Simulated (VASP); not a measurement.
# GaAs: relaxation of cell and atoms with PBE

GaAs:

```
As Ga
1.0
     0.00000    2.82685    2.82685
     2.82685    0.00000    2.82685
     2.82685    2.82685    0.00000
As Ga
1 1
Direct
  0.75000 0.75000 0.75000
  0.00000 0.00000 0.00000
```

| Property | Result |
| --- | --- |
| Program | VASP 6.6.1 |
| Task | relaxation of cell and atoms |
| Functional | PBE |
| Potentials or basis | VASP PAW PBE potentials, release 54 (As, Ga_d) |
| Cutoff | 600 eV |
| k mesh | 8 × 8 × 8 |
| Occupations | fermi-dirac, width 0.05 eV |
| Spin | no spin polarisation |
| Further INCAR settings | ALGO = Fast; EDIFF = 1e-06; IBRION = 2; EDIFFG = -0.02; NSW = 60; ISIF = 3 |

- Relaxed volume: 23.83 Å³/atom
- Relaxed cell: a = 4.070 Å, b = 4.070 Å, c = 4.070 Å, α = 60.00°, β = 60.00°, γ = 60.00°
- Space group after relaxing (to 0.05 Å): F-43m (No. 216)
- Energy gained by relaxing: 12.0 meV/atom
- Ionic steps: 4
- Pressure after relaxing: -0.1 GPa
- Band gap on the k mesh: 0.13 eV, direct

Step by step:
```
step  energy change (eV)  largest force (eV/Å)  pressure (GPa)  volume (Å³)
   1              0.0000                0.0000            3.46        45.18
   2             -0.0209                0.0000           -0.96        48.44
   3             -0.0240                0.0000            0.15        47.54
   4             -0.0239                0.0000           -0.13        47.66
```

Final structure:
```yaml
crystal:
  lattice:
    - [0.00000, 2.87758, 2.87758]
    - [2.87758, 0.00000, 2.87758]
    - [2.87758, 2.87758, 0.00000]
  atoms:
    - { symbol: As, position: [0.75000, 0.75000, 0.75000] }
    - { symbol: Ga, position: [0.00000, 0.00000, 0.00000] }
```

Levels at points of the mesh, in eV from the valence-band top:
| k point | band 5 | band 6 | band 7 | band 8 | band 9 | band 10 | band 11 | band 12 | band 13 |
| --- | --- | --- | --- | --- | --- | --- | --- | --- | --- |
| (0.00, 0.00, 0.00) | -14.65 | -12.36 | 0.00 | 0.00 | 0.00 | 0.13 | 3.71 | 3.71 | 3.71 |
| (0.50, 0.00, 0.00) | -14.65 | -10.75 | -6.36 | -1.06 | -1.06 | 0.85 | 4.61 | 4.61 | 7.69 |
| (0.50, 0.50, 0.00) | -14.64 | -10.08 | -6.58 | -2.50 | -2.50 | 1.56 | 1.68 | 9.75 | 9.75 |

Wall time 28 s on 1 thread of Intel(R) Xeon(R) 6975P-C (Granite Rapids) (shared host), peak memory 0.19 GiB.

Expect the measured gap to be larger: semilocal functionals such as PBE lack the derivative discontinuity. Zero-point motion and thermal expansion aren't in these numbers.
